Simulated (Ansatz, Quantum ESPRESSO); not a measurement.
## Zn: the pressure in 2 programs

The cell as given:

```
Zn
1.0
     0.00000    1.96478    1.96478
     1.96478    0.00000    1.96478
     1.96478    1.96478    0.00000
Zn
1
Direct
  0.00000 0.00000 0.00000
```

This isn't the form of Zn at room conditions, which is hcp.

Kept alike: task relaxation of cell and atoms; functional PBEsol; k mesh 12 × 12 × 12; occupations fermi-dirac, width 0.05 eV; no spin polarisation. The mesh is that of the run's cell of 1 atom. No spin-orbit coupling.

- A: Ansatz, Ansatz PAW, made for PBE, cutoff 420 eV
- B: Quantum ESPRESSO, GBRV 1.5 PBEsol, cutoff 871 eV

```csv
pressure (GPa),A: volume (Å³/atom),B: volume (Å³/atom)
0,14.099,14.067
2,13.793,13.759
5,13.405,13.371
```

Values on potentials made for another functional: all of A. Values hold for each row's relaxed cell, which stops near the pressure aimed at. Ansatz's stress holds its Pulay term. The runs follow the start's structure, whether or not it is the stable one at these pressures. For a metal such a mesh leaves the last digits unconverged.

Problem. How large is the effect of the pressure, and do the programs agree on it?

Solution. From 0 to 5 GPa the volume moves by -0.694 in A, -0.696 in B (Å³/atom). Row by row the programs differ by 0.032 to 0.034, and over this span the shifts, as printed, agree within 1 %.
